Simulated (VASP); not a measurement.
Wanted: the native input for a VASP 6.6.1 run.

| Quantity | Value |
| --- | --- |
| Task | core levels |
| Functional | PBEsol |
| Potentials or basis | VASP PAW PBE potentials, release 64 (Mg) |
| Cutoff | 520 eV |
| k mesh | 4 × 4 × 3 |
| Occupations | methfessel-paxton, width 0.1 eV |
| Spin | no spin polarisation |
| Further INCAR settings | ALGO = Normal; EDIFF = 1e-06 |

The structure of Mg lies in POSCAR:

```
Mg
1.0
    9.6279000000      0.0000000000      0.0000000000
   -4.8139500000      8.3380059850      0.0000000000
    0.0000000000      0.0000000000     10.4206000000
Mg
36
Direct
    0.1111111111      0.2222222222      0.1250000000
    0.1111111111      0.2222222222      0.6250000000
    0.1111111111      0.5555555556      0.1250000000
    0.1111111111      0.5555555556      0.6250000000
    0.1111111111      0.8888888889      0.1250000000
    0.1111111111      0.8888888889      0.6250000000
    0.4444444444      0.2222222222      0.1250000000
    0.4444444444      0.2222222222      0.6250000000
    0.4444444444      0.5555555556      0.1250000000
    0.4444444444      0.5555555556      0.6250000000
    0.4444444444      0.8888888889      0.1250000000
    0.4444444444      0.8888888889      0.6250000000
    0.7777777778      0.2222222222      0.1250000000
    0.7777777778      0.2222222222      0.6250000000
    0.7777777778      0.5555555556      0.1250000000
    0.7777777778      0.5555555556      0.6250000000
    0.7777777778      0.8888888889      0.1250000000
    0.7777777778      0.8888888889      0.6250000000
    0.2222222222      0.1111111111      0.3750000000
    0.2222222222      0.1111111111      0.8750000000
    0.2222222222      0.4444444444      0.3750000000
    0.2222222222      0.4444444444      0.8750000000
    0.2222222222      0.7777777778      0.3750000000
    0.2222222222      0.7777777778      0.8750000000
    0.5555555556      0.1111111111      0.3750000000
    0.5555555556      0.1111111111      0.8750000000
    0.5555555556      0.4444444444      0.3750000000
    0.5555555556      0.4444444444      0.8750000000
    0.5555555556      0.7777777778      0.3750000000
    0.5555555556      0.7777777778      0.8750000000
    0.8888888889      0.1111111111      0.3750000000
    0.8888888889      0.1111111111      0.8750000000
    0.8888888889      0.4444444444      0.3750000000
    0.8888888889      0.4444444444      0.8750000000
    0.8888888889      0.7777777778      0.3750000000
    0.8888888889      0.7777777778      0.8750000000
```

These files were run (other wordings do the same):

INCAR

```
PREC     = Accurate       # precision mode
ENCUT    = 520            # plane-wave cutoff, eV
EDIFF    = 1E-6           # SCF threshold, eV
ISMEAR   = 1              # smearing method
SIGMA    = 0.1            # smearing width, eV
LREAL    = False          # projectors in reciprocal space
LASPH    = True           # aspherical terms in the spheres
NELM     = 100            # most SCF steps
ALGO     = Normal         # electronic algorithm
ISIF     = 2              # what is computed and relaxed
LWAVE    = False          # write WAVECAR
LCHARG   = False          # write CHGCAR
GGA      = PS             # functional
ICORELEVEL= 1            
KPAR     = 8
```

KPOINTS

```
Automatic mesh
0
Gamma
  4 4 3
```

Potentials or basis: VASP PAW PBE potentials, release 64 (Mg).

Command:

```bash
$ cat potpaw_PBE.64/Mg/POTCAR > POTCAR
$ mpirun -np 8 vasp_std > vasp.out
```

It gave:

* Pressure: -1.1 GPa
* Band gap on the k mesh: none (metal or under the smearing width)

Caveat: the PAW data sets were made with another functional, which shifts forces and pressure a little.

Run time: 2.8 min on 8 MPI ranks on Intel(R) Xeon(R) Platinum 8175M CPU @ 2.50GHz (Skylake/Cascade Lake), with other jobs on the host, peak memory 0.94 GiB a rank.
